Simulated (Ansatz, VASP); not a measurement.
Rh: VASP beside Ansatz

```
Rh
1.0
     0.00000    1.93395    1.93395
     1.93395    0.00000    1.93395
     1.93395    1.93395    0.00000
Rh
1
Direct
  0.00000 0.00000 0.00000
```

Alike in both runs: task single point; functional PBE; k mesh 18 × 18 × 18; occupations gaussian, width 0.1 eV; no spin polarisation.

|  | VASP | Ansatz |
| --- | --- | --- |
| version | VASP 6.6.1 | Ansatz 0.2.0 |
| potentials or method | VASP PAW PBE potentials, release 64 (Rh_pv) | scalar-relativistic, plane waves, PAW |
| plane-wave cutoff (eV) | 520 | 420 |
| valence electrons in the cell | 15 | 17 |

Ansatz gave:

| Item | Value |
| --- | --- |
| gap on the k mesh at the Fermi level (eV) | none |
| pressure (GPa) | -7.1 |

Estimate VASP's values.

gap on the k mesh at the Fermi level (eV): none; pressure (GPa): -7.0.

A gap of «none» marks a metal or a gap that the smearing closes. The two sets of potentials don't hold the same shells in valence.
